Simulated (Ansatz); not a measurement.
## How settings move the G0W0 gap of ZnSe (F-43m)

A 2-atom cell of ZnSe started from a crystallographic database, relaxed with r2SCAN; one-shot G0W0 in Ansatz without spin-orbit coupling. Calculated for a static, non-magnetic cell.

Space group F-43m (No. 216). a = 5.665 Å, b = 5.665 Å, c = 5.665 Å, α = 90.00°, β = 90.00°, γ = 90.00°
```json
{"atom": "Zn", "site": "4a", "symmetry": "-43m", "x": "0.0000", "y": "0.0000", "z": "0.0000"}
{"atom": "Se", "site": "4d", "symmetry": "-43m", "x": "0.2500", "y": "0.2500", "z": "0.7500"}
```

Gaps are read over the mesh points alone. G0W0 here is at a finite number of bands, screening cutoff and k mesh, not at the basis limit.
```tsv
start	potentials	frequency model	mesh	empty bands	screening cutoff (eV)	Kohn-Sham gap (eV)	G0W0 gap (eV)
PBE	PAW	contour deformation	6×6×6	103	100	1.29	2.40
PBE	PAW	contour deformation	6×6×6	249	180	1.29	2.35
PBE	PAW	contour deformation	6×6×6	483	260	1.29	2.34
HSE06	PAW	contour deformation	6×6×6	249	180	2.42	2.93
r2SCAN	PAW	contour deformation	6×6×6	249	180	1.87	2.65
PBE0	PAW	contour deformation	6×6×6	249	180	3.05	3.11
PBE	PAW	Godby-Needs pole	6×6×6	249	180	1.29	2.39
PBE	PAW	contour deformation	8×8×8	73	80	1.29	2.45
PBE	norm-conserving	contour deformation	6×6×6	249	180	1.29	2.32
```

The quasiparticle gap on this mesh is 2.34 eV (direct at Γ), against 1.29 eV from PBE: +1.05 eV. Renormalisation factors Z lie between 0.74 and 0.80.

Raising bands and cutoff together moves the gap by -0.05 eV (100 to 180 eV), then -0.01 eV (180 to 260 eV); the last step is small, which bounds nothing strictly. Starting from HSE06 (2.42 eV against PBE's 1.29 eV) gives 2.93 eV, +0.58 eV from G0W0@PBE at the same screening cutoff. Starting from r2SCAN (1.87 eV against PBE's 1.29 eV) gives 2.65 eV, +0.30 eV from G0W0@PBE at the same screening cutoff. Starting from PBE0 (3.05 eV against PBE's 1.29 eV) gives 3.11 eV, +0.76 eV from G0W0@PBE at the same screening cutoff. The Godby-Needs plasmon pole differs from contour deformation by +0.04 eV. Norm-conserving potentials (wave cutoff 1170 eV against 420 eV) shift the quasiparticle gap by -0.03 eV and the PBE gap by 0.00 eV. r2SCAN runs take a wave cutoff of 500 eV.

With a shallow d shell on the cation, G0W0 converges slowly in bands and cutoff, so these values are in doubt.
